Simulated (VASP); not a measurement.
Input of a VASP 6.6.1 run:

INCAR

```
SYSTEM = Cd7F16
PREC = Accurate
ENCUT = 520
EDIFF = 1E-7
ISMEAR = -1
SIGMA = 0.01
LREAL = Auto
LASPH = .True.
NELM = 60
ALGO = Fast
ISIF = 2
LWAVE = .False.
LCHARG = .False.
GGA = PE
NBANDS = 115
NELECT = 198.0
```

File KPOINTS:

```
regular mesh
0
Gamma
  3 3 3
  0 0 0
```

Contents of POSCAR:

```
Cd7F16
1.0
    0.0000000000      5.3880000000      5.3880000000
    5.3880000000      0.0000000000      5.3880000000
    5.3880000000      5.3880000000      0.0000000000
Cd F
7 16
Direct
    0.0000000000      0.0000000000      0.5000000000
    0.0000000000      0.5000000000      0.0000000000
    0.0000000000      0.5000000000      0.5000000000
    0.5000000000      0.0000000000      0.0000000000
    0.5000000000      0.0000000000      0.5000000000
    0.5000000000      0.5000000000      0.0000000000
    0.5000000000      0.5000000000      0.5000000000
    0.1333978444      0.1333978444      0.1333978444
    0.1333978444      0.1333978444      0.5998064669
    0.1333978444      0.5998064669      0.1333978444
    0.1342731055      0.6219089648      0.6219089648
    0.5998064669      0.1333978444      0.1333978444
    0.6219089648      0.1342731055      0.6219089648
    0.6219089648      0.6219089648      0.1342731055
    0.6219089648      0.6219089648      0.6219089648
    0.3780910352      0.3780910352      0.3780910352
    0.3780910352      0.3780910352      0.8657268945
    0.3780910352      0.8657268945      0.3780910352
    0.4001935331      0.8666021556      0.8666021556
    0.8657268945      0.3780910352      0.3780910352
    0.8666021556      0.4001935331      0.8666021556
    0.8666021556      0.8666021556      0.4001935331
    0.8666021556      0.8666021556      0.8666021556
```

Potentials or basis: VASP PAW PBE potentials, release 64 (Cd, F).

The run is started by

```bash
$ cat potpaw_PBE.64/Cd/POTCAR potpaw_PBE.64/F/POTCAR > POTCAR
$ mpirun -np 1 vasp_std > vasp.out
```

**Question.** Predict the band gap on the k mesh.

**Answer.** 3.22 eV, indirect (least direct gap 3.24 eV).

**Question.** What does it give for the largest force?

**Answer.** 0.046 eV/Å.

Forces in eV/Å, atoms in the order of the input:
```
Cd   0.000  0.000  0.000
Cd   0.000  0.000  0.000
Cd   0.000  0.000  0.000
Cd   0.000  0.000  0.000
Cd   0.000  0.000  0.000
Cd   0.000  0.000  0.000
Cd   0.000  0.000  0.000
F   -0.027 -0.027 -0.027
F    0.027  0.027 -0.027
F    0.027 -0.027  0.027
F    0.024 -0.024 -0.024
F   -0.027  0.027  0.027
F   -0.024  0.024 -0.024
F   -0.024 -0.024  0.024
F    0.024  0.024  0.024
F   -0.024 -0.024 -0.024
F    0.024  0.024 -0.024
F    0.024 -0.024  0.024
F    0.027 -0.027 -0.027
F   -0.024  0.024  0.024
F   -0.027  0.027 -0.027
F   -0.027 -0.027  0.027
F    0.027  0.027  0.027
```

Caveat: the cell carries a net charge on a neutralising background, which shifts energy and pressure; the cell is charged against a uniform background, so pressure and absolute levels hang on convention.
